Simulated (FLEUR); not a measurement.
## TePt: single point with PBEsol+U

Crystal: TePt.

```xyz
2
Lattice="3.5592 0.0000 0.0000 0.0000 3.5592 0.0000 0.0000 0.0000 3.5592" Properties=species:S:1:pos:R:3 pbc="T T T"
Pt    0.0000    0.0000    0.0000
Te    1.7796    1.7796    1.7796
```

Measurements of this composition are mostly on another form, of space group No. 166.

| Property | Result |
| --- | --- |
| Program | FLEUR MaX-R8.1 (later development tree) |
| Task | single point |
| Functional | PBEsol |
| Potentials or basis | all-electron |
| Basis | FLAPW |
| Kmax | 4.1 1/bohr |
| k mesh | 5 × 5 × 5 |
| Occupations | gaussian, width 0.05 eV |
| Spin | collinear spin, ferromagnetic start |
| Starting moments | [2.0, 0.0] μB |
| Hubbard terms | Pt d U = 1 eV |
| Hund's J (eV) | 0 |
| Gmax | 12.7 1/bohr |
| Muffin-tin radii | Pt 2.66, Te 2.43 bohr |
| lmax | Pt 10, Te 10 |
| lnonsphr | Pt 10, Te 10 |
| Local orbitals a species | Pt 4, Te 6 |
| Max iterations | 100 |
| Mixing factor | 0.05 |
| Mixer | Anderson |
| Mixer history | 50 |
| Density convergence | 0.001 me/bohr^3 |

```
Net moment                                            : 0.00 μB per cell
Valence electrons inside the program's atomic spheres : Pt 16.77; Te 19.26 (radii Pt 2.66, Te 2.43 bohr)
```

Levels at points of the mesh, in eV from the Fermi level:
Spin up:
| k point | band 18 | band 19 | band 20 | band 21 | band 22 | band 23 |
| --- | --- | --- | --- | --- | --- | --- |
| (0.00, 0.00, 0.00) | -2.32 | -1.20 | -1.20 | -1.20 | -0.11 | 6.72 |
Spin down:
| k point | band 17 | band 18 | band 19 | band 20 | band 21 | band 22 | band 23 | band 24 |
| --- | --- | --- | --- | --- | --- | --- | --- | --- |
| (0.00, 0.00, 0.00) | -2.32 | -2.32 | -1.20 | -1.20 | -1.20 | -0.11 | 6.72 | 6.72 |

Eigenvalues of the final occupation matrices:
| site | spin | trace | eigenvalues |
| --- | --- | --- | --- |
| atom type 1 | 1 | 4.03 | 0.78 0.78 0.78 0.85 0.85 |
| atom type 1 | 2 | 4.03 | 0.78 0.78 0.78 0.85 0.85 |

Core levels (eV from the Fermi level):
| atom | levels |
| --- | --- |
| 1 Pt | 1s1/2 -78284.1, 2s1/2 -13739.2, 2p1/2 -13167.5, 2p3/2 -11439.2, 3s1/2 -3224.0, 3p1/2 -2967.7, 3p3/2 -2587.8, 4s1/2 -689.7, 3d3/2 -2161.2, 3d5/2 -2079.3, 4p1/2 -581.0, 4p3/2 -490.4, 4d3/2 -312.5, 4d5/2 -295.7, 4f5/2 -68.3, 4f7/2 -64.9 |
| 2 Te | 1s1/2 -31588.1, 2s1/2 -4839.9, 2p1/2 -4535.0, 2p3/2 -4260.7, 3s1/2 -960.1, 3p1/2 -834.7, 3p3/2 -783.6, 4s1/2 -160.3, 3d3/2 -562.2, 3d5/2 -551.6 |

Run time: 11 min on 1 thread of Arm Neoverse V2, on a shared host, peak memory 0.5 GiB.

Caveat: with Gaussian smearing the program prints no entropy term, so the energy of a metal isn't a free energy; the magnetic or orbital state may not be the lowest; the U is typed as a test and isn't derived for this compound. The state reached can hang on the start; a lower one may exist.
